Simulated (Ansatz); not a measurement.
Starting structure, clean slab, lower half held (Sn, Fd-3m (No. 227), (1 1 1) face):

```
CELL_PARAMETERS angstrom
4.62558 0.00000 0.00000
-2.31279 4.00587 0.00000
0.00000 0.00000 25.49773
ATOMIC_POSITIONS crystal
Sn 0.33333 0.66667 0.33336
Sn 0.00000 0.00000 0.37039
Sn 0.00000 0.00000 0.48148
Sn 0.66667 0.33333 0.51852
Sn 0.66667 0.33333 0.62961
Sn 0.33333 0.66667 0.66664
```

Computed with DFT PBEsol, scalar-relativistic, plane waves, PAW in Ansatz 0.2.0. Settings: cutoff 420 eV, Γ-centred mesh 9×9×1 on the computed 6-atom cell, Gaussian smearing of 0.10 eV; no spin polarisation. The cell repeats along c with a dipole correction in the vacuum.

Atoms 1, 2, 3 (counted from 1) are held. The cell is fixed. Force threshold 0.03 eV/Å.

Q: Where does it end?

A: The energy falls by 0.006 eV in 4 steps, to:

```
Sn
1.0
     4.62558    0.00000    0.00000
    -2.31279    4.00587    0.00000
     0.00000    0.00000   25.49773
Sn
6
Direct
  0.33333 0.66667 0.33336
  0.00000 0.00000 0.37039
  0.00000 0.00000 0.48148
  0.66667 0.33333 0.51876
  0.66667 0.33333 0.63201
  0.33333 0.66667 0.66843
```